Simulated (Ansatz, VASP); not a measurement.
# Two plane-wave programs on Pt

```
Pt
1.0
     0.00000    1.96090    1.96090
     1.96090    0.00000    1.96090
     1.96090    1.96090    0.00000
Pt
1
Cartesian
  0.0000 0.0000 0.0000
```

Alike in both runs: task relaxation of cell and atoms; functional RPBE; k mesh 12 × 12 × 12; occupations fermi-dirac, width 0.05 eV; no spin polarisation.

|  | VASP | Ansatz |
| --- | --- | --- |
| version | VASP 6.6.1 | Ansatz 0.2.0 |
| potentials or method | VASP PAW PBE potentials, release 64 (Pt) | Ansatz PAW |
| plane-wave cutoff (eV) | 600 | 420 |
| valence electrons in the cell | 10 | 18 |

VASP gave:

* gap on the k mesh at the Fermi level, each at its own relaxed structure (eV): none
* relaxed volume (Å³/atom): 15.90
* relaxed cell length with the largest relative difference (Å): 2.822
* energy change over the relaxation (meV/atom): -34

Q: Estimate Ansatz's values.

A: gap on the k mesh at the Fermi level, each at its own relaxed structure (eV): none; relaxed volume (Å³/atom): 15.92; relaxed cell length with the largest relative difference (Å): 2.824; energy change over the relaxation (meV/atom): -36.

A gap of «none» marks a metal or a gap that the smearing closes. The two sets of potentials don't hold the same shells in valence.

Caveats: the PAW data sets were made with another functional, which shifts forces and pressure a little (VASP); the plane-wave basis is chosen anew once the cell has moved, so the energies of steps on either side of that aren't comparable (Ansatz); the PAW data sets come from PBE, with cores solved anew for the run's functional, which leaves a small shift of forces and pressure (Ansatz). The runs have no spin-orbit coupling, so splittings on Pt are missing. Zero-point motion and thermal expansion aren't in these numbers.
